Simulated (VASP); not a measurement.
A run of VASP 6.6.1 is set up as follows.

Contents of INCAR:

```
ALGO = Normal
EDIFF = 1E-6
EDIFFG = -0.01
ENCUT = 600
GGA = AM
IBRION = 2
ISIF = 3
ISMEAR = -1
LASPH = True
LCHARG = False
LREAL = False
LWAVE = False
NELM = 60
NSW = 60
PREC = Accurate
SIGMA = 0.05
```

The input KPOINTS:

```
k-points
0
Gamma
  13 13 10
```

File POSCAR:

```
Be
1.0
    2.0208100000      0.0000000000      0.0000000000
    0.0000000000      2.0208100000      0.0000000000
    0.0000000000      0.0000000000      2.6616400000
Be
1
Direct
    0.0000000000      0.0000000000      0.5000000000
```

Potentials or basis: VASP PAW PBE potentials, release 64 (Be).

Command:

```bash
$ cat potpaw_PBE.64/Be/POTCAR > POTCAR
$ mpirun -np 1 vasp_std > vasp.out
```

(1) Estimate the relaxed volume.

(2) What does it give for the relaxed cell?

(3) Predict the space group after relaxing (to 0.05 Å).

(4) What does it give for the band gap on the k mesh?

Answers

(1) 10.62 Å³/atom.

(2) a = 2.024 Å, b = 2.024 Å, c = 2.593 Å, α = 90.00°, β = 90.00°, γ = 90.00°.

(3) P4/mmm (No. 123).

(4) none (metal or under the smearing width).

Caveat: the PAW data sets were made with another functional, which shifts forces and pressure a little.
